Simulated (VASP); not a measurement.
# AlN in VASP: one cell, several levels of theory

AlN in the rocksalt structure, under +0.5 % biaxial strain in x and y, free along z is computed at one geometry. Runs: PBE, r2SCAN. This is a trial cell built on a prototype, not taken from a measured structure, and it needn't be the compound's ground state.

The runs shown are made with VASP 6.6.1. PAW datasets, plane waves. No spin polarisation. The prototype was imposed, so other structures may be more stable.

## (1) The cell

The cell comes from an earlier relaxation with r2SCAN in another program, then strained, with the atoms relaxed again.

It is tetragonal, I4/mmm (No. 139); conventional cell a = 2.869 Å, c = 4.022 Å, 8.28 Å³ an atom. Near Al stand 6 N at 2.01–2.03 Å; near N stand 6 Al at 2.01–2.03 Å.

As a file:

Space group I4/mmm (No. 139). a = 2.869 Å, b = 2.869 Å, c = 4.022 Å, α = 90.00°, β = 90.00°, γ = 90.00°
```json
{"atom": "Al", "site": "2a", "symmetry": "4/mmm", "x": "0.0000", "y": "0.0000", "z": "0.0000"}
{"atom": "N", "site": "2b", "symmetry": "4/mmm", "x": "0.0000", "y": "0.0000", "z": "0.5000"}
```

## (2) PBE at this geometry

File INCAR:

```
ENCUT = 520.000000
SIGMA = 0.020000
EDIFF = 1.00e-07
GGA = PE
PREC = Accurate
IBRION = -1
ISIF = 2
ISMEAR = -1
NBANDS = 11
NELM = 120
NSW = 0
LASPH = .TRUE.
LCHARG = .FALSE.
LWAVE = .FALSE.
LREAL = .FALSE.
```

File KPOINTS:

```
KPOINTS created by Atomic Simulation Environment
0
Gamma
10 10 10
0 0 0
```

File KPOINTS_OPT:

```
special points
7
Reciprocal
0.0000000000 0.0000000000 0.0000000000 1
0.5000000000 0.0000000000 0.5000000000 1
0.6250000000 0.2500000000 0.6250000000 1
0.3750000000 0.3750000000 0.7500000000 1
0.5000000000 0.5000000000 0.5000000000 1
0.5000000000 0.2500000000 0.7500000000 1
0.5000000000 0.5000000000 0.0000000000 1
```

File POSCAR:

```
Al N
 1.0000000000000000
     0.0000000000000000    2.0289627875999998    2.0111917083000002
     2.0289627875999998    0.0000000000000000    2.0111917083000002
     2.0289627875999998    2.0289627875999998    0.0000000000000000
 Al  N
   1   1
Cartesian
  0.0000000000000000  0.0000000000000000  0.0000000000000000
  2.0289627875999998  2.0289627875999998  2.0111917083000002
```

The run uses the recommended PBE PAW datasets (8 valence electrons a neutral cell).

The run is started by

```sh
> mpirun -np 1 vasp_std
```

Printed to the terminal (iteration lines stand in OSZICAR):

```text
POSCAR found type information on POSCAR AlN
 POSCAR found :  2 types and       2 ions
 LDA part: xc-table for (Slater+PW92), standard interpolation
 POSCAR, INCAR and KPOINTS ok, starting setup
 FFT: planning ... GRIDC
 FFT: planning ... GRID_SOFT
 FFT: planning ... GRID
 WAVECAR not read
 entering main loop
 Start KPOINTS_OPT (optional k-point list driver)
k-point batch [1-7\7]
```

OSZICAR:

```text
N       E                     dE             d eps       ncg     rms          rms(c)
DAV:   1     0.106703171166E+02    0.10670E+02   -0.40092E+03  2292   0.623E+02
DAV:   2    -0.155408669713E+02   -0.26211E+02   -0.25257E+02  2726   0.138E+02
DAV:   3    -0.162815394160E+02   -0.74067E+00   -0.73965E+00  2722   0.217E+01
DAV:   4    -0.162844678546E+02   -0.29284E-02   -0.29283E-02  2514   0.149E+00
DAV:   5    -0.162844936986E+02   -0.25844E-04   -0.25844E-04  2688   0.132E-01    0.759E+00
DAV:   6    -0.145610263747E+02    0.17235E+01   -0.74870E+00  2436   0.145E+01    0.269E+00
DAV:   7    -0.145468575609E+02    0.14169E-01   -0.18213E-01  2528   0.311E+00    0.178E+00
DAV:   8    -0.145413590754E+02    0.54985E-02   -0.15854E-02  2376   0.110E+00    0.337E-01
DAV:   9    -0.145409985457E+02    0.36053E-03   -0.15156E-03  2577   0.232E-01    0.150E-01
DAV:  10    -0.145410577575E+02   -0.59212E-04   -0.13808E-04  2522   0.864E-02    0.417E-02
DAV:  11    -0.145410520423E+02    0.57153E-05   -0.18333E-05  2616   0.241E-02    0.773E-03
DAV:  12    -0.145410517113E+02    0.33095E-06   -0.64523E-07  2460   0.675E-03    0.133E-03
DAV:  13    -0.145410516619E+02    0.49427E-07   -0.11102E-08  1338   0.721E-04
   1 F= -.14541052E+02 E0= -.14541052E+02  d E =-.369084E-11
       N       E                     dE             ncg
DAV:   1     0.110812908521E+04   -0.22263E+04      154
DAV:   2     0.912353599082E+03   -0.19578E+03      199
DAV:   3     0.907222657685E+03   -0.51309E+01      196
DAV:   4     0.907199403549E+03   -0.23254E-01      178
DAV:   5     0.907199161113E+03   -0.24244E-03      190
DAV:   6     0.907199157932E+03   -0.31813E-05      180
DAV:   7     0.907199157887E+03   -0.44589E-07      198
```

The lines after F= are the extra pass for the points of KPOINTS_OPT, at fixed density; their E is not a total energy.

From OUTCAR:

```text
k-points           NKPTS =    102   k-points in BZ     NKDIM =    102   number of bands    NBANDS=     11

   NELECT =       8.0000    total number of electrons

   dimension x,y,z NGX =    24 NGY =   24 NGZ =   24
   dimension x,y,z NGXF=    48 NGYF=   48 NGZF=   48

  energy-cutoff  :      520.00
  volume of cell :       16.56
      direct lattice vectors                 reciprocal lattice vectors
     0.000000000  2.028962788  2.011191708    -0.246431331  0.246431331  0.248608821
     2.028962788  0.000000000  2.011191708     0.246431331 -0.246431331  0.248608821
     2.028962788  2.028962788  0.000000000     0.246431331  0.246431331 -0.248608821

 k-points in reciprocal lattice and weights: KPOINTS created by Atomic Simulation Env
   0.00000000  0.00000000  0.00000000       0.001
   0.10000000  0.00000000  0.00000000       0.008
   0.20000000  0.00000000  0.00000000       0.008
   0.30000000  0.00000000  0.00000000       0.008
   0.40000000  0.00000000  0.00000000       0.008
   0.50000000  0.00000000  0.00000000       0.004
   0.10000000  0.10000000  0.00000000       0.002
   0.20000000  0.10000000  0.00000000       0.008
[... 94 more k-points ...]

 E-fermi :  10.3568

 k-point     1 :       0.0000    0.0000    0.0000
  band No.  band energies     occupation
      1      -7.5977      2.00000
      2       9.8929      2.00000
      3       9.9574      2.00000
      4       9.9574      2.00000
      5      15.5839      0.00000
      6      22.0588      0.00000
      7      22.0588      0.00000
      8      22.1760      0.00000
      9      27.2333      0.00000
     10      27.5666      0.00000
     11      27.8572      0.00000

 k-point     2 :       0.1000    0.0000    0.0000
  band No.  band energies     occupation
      1      -7.3929      2.00000
      2       8.9168      2.00000
      3       9.7985      2.00000
      4       9.8309      2.00000
      5      16.2124      0.00000
      6      21.1944      0.00000
      7      22.3524      0.00000
      8      22.4381      0.00000
      9      26.0131      0.00000
     10      26.2438      0.00000
     11      28.1685      0.00000

 k-point     3 :       0.2000    0.0000    0.0000
  band No.  band energies     occupation
      1      -6.7974      2.00000
      2       6.7775      2.00000
      3       9.5132      2.00000
      4       9.5244      2.00000
      5      16.8597      0.00000
      6      20.6935      0.00000
      7      22.4856      0.00000
      8      22.6478      0.00000
      9      25.4980      0.00000
     10      25.6002      0.00000
     11      27.5018      0.00000

 k-point     4 :       0.3000    0.0000    0.0000
  band No.  band energies     occupation
      1      -5.8847      2.00000
      2       4.4524      2.00000
      3       9.1853      2.00000
      4       9.1970      2.00000
      5      16.5946      0.00000
      6      21.6353      0.00000
      7      21.7269      0.00000
      8      21.9335      0.00000
      9      26.6616      0.00000
     10      27.0354      0.00000
     11      27.0575      0.00000

 k-point     5 :       0.4000    0.0000    0.0000
  band No.  band energies     occupation
      1      -4.8709      2.00000
      2       2.4987      2.00000
      3       8.9364      2.00000
      4       8.9642      2.00000
      5      16.2024      0.00000
      6      21.0591      0.00000
      7      21.2642      0.00000
      8      22.7667      0.00000
      9      26.1400      0.00000
     10      29.2593      0.00000
     11      29.2744      0.00000

 k-point     6 :       0.5000    0.0000    0.0000
  band No.  band energies     occupation
      1      -4.3452      2.00000
      2       1.6464      2.00000
      3       8.8463      2.00000
      4       8.8799      2.00000
      5      16.0561      0.00000
      6      20.8204      0.00000
      7      21.0240      0.00000
      8      23.2048      0.00000
      9      26.0105      0.00000
     10      30.5863      0.00000
     11      30.6013      0.00000

 k-point     7 :       0.1000    0.1000    0.0000
  band No.  band energies     occupation
      1      -7.3215      2.00000
      2       8.9635      2.00000
      3       9.5805      2.00000
      4       9.5805      2.00000
      5      16.4659      0.00000
      6      20.5830      0.00000
      7      22.6669      0.00000
      8      22.6669      0.00000
      9      24.5770      0.00000
     10      27.8946      0.00000
     11      29.2534      0.00000

[... the tables of k-points 8 to 102 left out ...]

  Total        0.3756245      0.3756245      0.6381941      0.0000000      0.0000000      0.0000000
  in kB       36.3440090     36.3440090     61.7492575      0.0000000      0.0000000      0.0000000
  external PRESSURE =      44.8124252 kB  Pullay stress =       0.0000000 kB

 POSITION                                       TOTAL-FORCE (eV/Angst)
 -----------------------------------------------------------------------------------
      0.00000      0.00000      0.00000        -0.000000      0.000000      0.000000
      2.02896      2.02896      2.01119         0.000000     -0.000000     -0.000000
 -----------------------------------------------------------------------------------
    total drift:                               -0.000000     -0.000000      0.000000

  FREE ENERGIE OF THE ION-ELECTRON SYSTEM (eV)
  ---------------------------------------------------
  free  energy   TOTEN  =       -14.5410516619 eV

  energy  without entropy=      -14.5410516619  energy(sigma->0) =      -14.54105166
```

Wall time 14 s (1 MPI rank of Intel Xeon Platinum 8488C, shared host); peak memory 0.15 GiB.

The levels at the points of KPOINTS_OPT are read from vasprun.xml.

Near the gap, in eV above the top of the last filled band v; c is the band after it:

| point | v−1 | v | c | c+1 |
| --- | --- | --- | --- | --- |
| Γ | 0.00 | 0.00 | 5.63 | 12.10 |
| X | -2.85 | -2.74 | 4.59 | 5.32 |
| U | -5.47 | -2.29 | 5.86 | 9.26 |
| K | -5.46 | -2.35 | 5.77 | 9.16 |
| L | -1.11 | -1.08 | 6.10 | 10.86 |
| W | -5.70 | -3.90 | 8.04 | 10.62 |

The PBE gap is 4.51 eV and indirect (Γ to (0.50, 0.50, 0.00)), with 5.63 eV as the least direct one. Pressure: 4.48 GPa; the forces vanish within 0.01 eV/Å.

## (3) r2SCAN at this geometry

File INCAR:

```
ENCUT = 520.000000
SIGMA = 0.010000
EDIFF = 1.00e-07
ALGO = Normal
METAGGA = R2SCAN
PREC = Accurate
IBRION = -1
ISIF = 2
ISMEAR = 0
NBANDS = 11
NELM = 120
NSW = 0
LASPH = .TRUE.
LCHARG = .FALSE.
LWAVE = .FALSE.
LREAL = .FALSE.
```

KPOINTS is that of step 2.

KPOINTS_OPT is that of step 2.

POSCAR is that of step 2.

The run is started by

```sh
> mpirun -np 1 vasp_std
```

Standard output, without the iteration lines:

```text
POSCAR found type information on POSCAR AlN
 POSCAR found :  2 types and       2 ions
 -----------------------------------------------------------------------------
|                                                                             |
|                                                                             |
|     You enforced a specific xc type in the INCAR file but a different       |
|     I HOPE YOU KNOW WHAT YOU ARE DOING!                                     |
|                                                                             |
 -----------------------------------------------------------------------------

 LDA part: xc-table for (None), standard interpolation
 POSCAR, INCAR and KPOINTS ok, starting setup
 FFT: planning ... GRIDC
 FFT: planning ... GRID_SOFT
 FFT: planning ... GRID
 WAVECAR not read
 entering main loop
 Start KPOINTS_OPT (optional k-point list driver)
k-point batch [1-7\7]
```

OSZICAR:

```text
N       E                     dE             d eps       ncg     rms          rms(c)
DAV:   1     0.542384109401E+01    0.54238E+01   -0.41381E+03  2292   0.643E+02
DAV:   2    -0.217800780166E+02   -0.27204E+02   -0.26210E+02  2737   0.143E+02
DAV:   3    -0.225520760394E+02   -0.77200E+00   -0.77091E+00  2711   0.225E+01
DAV:   4    -0.225554526062E+02   -0.33766E-02   -0.33764E-02  2532   0.162E+00
DAV:   5    -0.225554860558E+02   -0.33450E-04   -0.33450E-04  2688   0.151E-01    0.788E+00
DAV:   6    -0.188198951986E+02    0.37356E+01   -0.54769E+00  2409   0.125E+01    0.350E+00
DAV:   7    -0.188766714196E+02   -0.56776E-01   -0.38695E-01  2544   0.440E+00    0.204E+00
DAV:   8    -0.188954019042E+02   -0.18730E-01   -0.38621E-02  2406   0.149E+00    0.302E-01
DAV:   9    -0.188950814598E+02    0.32044E-03   -0.18898E-03  2583   0.281E-01    0.114E-01
DAV:  10    -0.188952303129E+02   -0.14885E-03   -0.27099E-04  2511   0.132E-01    0.635E-02
DAV:  11    -0.188952359549E+02   -0.56421E-05   -0.49818E-05  2636   0.407E-02    0.135E-02
DAV:  12    -0.188952362620E+02   -0.30710E-06   -0.22520E-06  2526   0.125E-02    0.242E-03
DAV:  13    -0.188952362155E+02    0.46529E-07   -0.53797E-07  2592   0.424E-03
   1 F= -.18895236E+02 E0= -.18895236E+02  d E =-.363229E-46
       N       E                     dE             ncg
DAV:   1     0.109329288755E+04   -0.22412E+04      154
DAV:   2     0.885836763088E+03   -0.20746E+03      199
DAV:   3     0.880497782891E+03   -0.53390E+01      196
DAV:   4     0.880469483269E+03   -0.28300E-01      178
DAV:   5     0.880469127937E+03   -0.35533E-03      190
DAV:   6     0.880469122427E+03   -0.55104E-05      175
DAV:   7     0.880469122329E+03   -0.97535E-07      198
```

OUTCAR, selected sections:

```text
k-points           NKPTS =    102   k-points in BZ     NKDIM =    102   number of bands    NBANDS=     11

   NELECT =       8.0000    total number of electrons

   dimension x,y,z NGX =    24 NGY =   24 NGZ =   24
   dimension x,y,z NGXF=    48 NGYF=   48 NGZF=   48

  energy-cutoff  :      520.00
  volume of cell :       16.56
      direct lattice vectors                 reciprocal lattice vectors
     0.000000000  2.028962788  2.011191708    -0.246431331  0.246431331  0.248608821
     2.028962788  0.000000000  2.011191708     0.246431331 -0.246431331  0.248608821
     2.028962788  2.028962788  0.000000000     0.246431331  0.246431331 -0.248608821

 k-points in reciprocal lattice and weights: KPOINTS created by Atomic Simulation Env
   0.00000000  0.00000000  0.00000000       0.001
   0.10000000  0.00000000  0.00000000       0.008
   0.20000000  0.00000000  0.00000000       0.008
   0.30000000  0.00000000  0.00000000       0.008
   0.40000000  0.00000000  0.00000000       0.008
   0.50000000  0.00000000  0.00000000       0.004
   0.10000000  0.10000000  0.00000000       0.002
   0.20000000  0.10000000  0.00000000       0.008
[... 94 more k-points ...]

 E-fermi :   9.8668

 k-point     1 :       0.0000    0.0000    0.0000
  band No.  band energies     occupation
      1      -8.6351      2.00000
      2       9.7028      2.00000
      3       9.7690      2.00000
      4       9.7690      2.00000
      5      16.2317      0.00000
      6      22.6116      0.00000
      7      22.6116      0.00000
      8      22.7356      0.00000
      9      28.1595      0.00000
     10      28.4358      0.00000
     11      28.4586      0.00000

 k-point     2 :       0.1000    0.0000    0.0000
  band No.  band energies     occupation
      1      -8.4268      2.00000
      2       8.7161      2.00000
      3       9.6007      2.00000
      4       9.6339      2.00000
      5      16.8655      0.00000
      6      21.8285      0.00000
      7      22.9309      0.00000
      8      23.0202      0.00000
      9      26.8121      0.00000
     10      27.0562      0.00000
     11      29.4617      0.00000

 k-point     3 :       0.2000    0.0000    0.0000
  band No.  band energies     occupation
      1      -7.8233      2.00000
      2       6.5220      2.00000
      3       9.2943      2.00000
      4       9.3056      2.00000
      5      17.5074      0.00000
      6      21.4497      0.00000
      7      23.1495      0.00000
      8      23.3133      0.00000
      9      26.2876      0.00000
     10      26.4006      0.00000
     11      28.7988      0.00000

 k-point     4 :       0.3000    0.0000    0.0000
  band No.  band energies     occupation
      1      -6.9061      2.00000
      2       4.1386      2.00000
      3       8.9417      2.00000
      4       8.9541      2.00000
      5      17.2066      0.00000
      6      22.4360      0.00000
      7      22.5579      0.00000
      8      22.6517      0.00000
      9      27.8547      0.00000
     10      27.8853      0.00000
     11      27.9692      0.00000

 k-point     5 :       0.4000    0.0000    0.0000
  band No.  band energies     occupation
      1      -5.9064      2.00000
      2       2.1620      2.00000
      3       8.6740      2.00000
      4       8.7031      2.00000
      5      16.7940      0.00000
      6      21.7715      0.00000
      7      21.9849      0.00000
      8      23.8448      0.00000
      9      27.3498      0.00000
     10      30.2610      0.00000
     11      30.2795      0.00000

 k-point     6 :       0.5000    0.0000    0.0000
  band No.  band energies     occupation
      1      -5.4025      2.00000
      2       1.3185      2.00000
      3       8.5770      2.00000
      4       8.6121      2.00000
      5      16.6411      0.00000
      6      21.5320      0.00000
      7      21.7440      0.00000
      8      24.3512      0.00000
      9      27.2014      0.00000
     10      31.7245      0.00000
     11      31.7439      0.00000

 k-point     7 :       0.1000    0.1000    0.0000
  band No.  band energies     occupation
      1      -8.3543      2.00000
      2       8.7605      2.00000
      3       9.3798      2.00000
      4       9.3798      2.00000
      5      17.1239      0.00000
      6      21.1804      0.00000
      7      23.2874      0.00000
      8      23.2874      0.00000
      9      25.4181      0.00000
     10      28.4996      0.00000
     11      30.5956      0.00000

[... the tables of k-points 8 to 102 left out ...]

  Total       -0.3382017     -0.3382017     -0.0797645      0.0000000     -0.0000000     -0.0000000
  in kB      -32.7231217    -32.7231217     -7.7177099      0.0000000     -0.0000000     -0.0000000
  external PRESSURE =     -24.3879844 kB  Pullay stress =       0.0000000 kB

 POSITION                                       TOTAL-FORCE (eV/Angst)
 -----------------------------------------------------------------------------------
      0.00000      0.00000      0.00000        -0.000000     -0.000000      0.000000
      2.02896      2.02896      2.01119         0.000000      0.000000     -0.000000
 -----------------------------------------------------------------------------------
    total drift:                               -0.000000     -0.000000      0.000000

  FREE ENERGIE OF THE ION-ELECTRON SYSTEM (eV)
  ---------------------------------------------------
  free  energy   TOTEN  =       -18.8952362155 eV

  energy  without entropy=      -18.8952362155  energy(sigma->0) =      -18.89523622
```

It took 53 s on 1 MPI rank of Intel Xeon Platinum 8488C, shared host; peak memory 0.16 GiB.

The levels at the points of KPOINTS_OPT are read from vasprun.xml.

Band energies at the special points (eV, zero at the top of v, the last band that the electrons fill by count):

| point | v−1 | v | c | c+1 |
| --- | --- | --- | --- | --- |
| Γ | 0.00 | 0.00 | 6.46 | 12.84 |
| X | -2.95 | -2.83 | 5.47 | 5.99 |
| U | -5.55 | -2.39 | 6.70 | 10.16 |
| K | -5.54 | -2.45 | 6.60 | 10.06 |
| L | -1.19 | -1.16 | 6.87 | 11.76 |
| W | -5.83 | -3.93 | 8.98 | 11.56 |

The r2SCAN gap is 5.39 eV and indirect (Γ to (0.50, 0.50, 0.00)), with 6.46 eV as the least direct one. The pressure is -2.44 GPa; the forces vanish within 0.01 eV/Å.

## (4) Summary

| level | gap (eV) | pressure (GPa) |
| --- | --- | --- |
| PBE | 4.51 | 4.48 |
| r2SCAN | 5.39 | -2.44 |

In words: The gap runs from 4.51 eV (PBE) to 5.39 eV (r2SCAN). The pressure is highest with PBE (4.5 GPa) and lowest with r2SCAN (-2.4 GPa), which orders the cells that they would relax to.
